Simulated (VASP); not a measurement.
The system is BN.

```
CELL_PARAMETERS angstrom
2.54169 0.00000 0.00000
-1.27085 2.20117 0.00000
0.00000 0.00000 4.20415
ATOMIC_POSITIONS crystal
B 0.66667 0.33333 0.99972
B 0.33333 0.66667 0.49972
N 0.66667 0.33333 0.62528
N 0.33333 0.66667 0.12528
```

Measurements of this composition are mostly on another form, of space group No. 194.

Base run:

| Item | Value |
| --- | --- |
| Program | VASP 6.6.1 |
| Functional | PBEsol |
| Potentials or basis | VASP PAW PBE potentials, release 64 (B, N) |
| Cutoff | 520 eV |
| k mesh | 15 × 15 × 8 |
| Occupations | gaussian, width 0.02 eV |
| Spin | no spin polarisation |

Its results: band gap on the k mesh 4.95 eV, indirect (least direct gap 8.20 eV); pressure 0.3 GPa.

**Question.** The run is repeated on the same cell with these changes: functional from PBEsol to r2SCAN; k mesh from 15 × 15 × 8 to 12 × 12 × 6. What comes out?

**Answer.** Band gap on the k mesh 5.71 eV, indirect (least direct gap 8.99 eV); pressure 2.3 GPa.

Several settings changed at once, so the effect can't be laid on one alone.

Caveats: the PAW data sets were made with another functional, which shifts forces and pressure a little; an odd mesh through Γ misses points on the zone boundary, where band edges often lie (some runs).
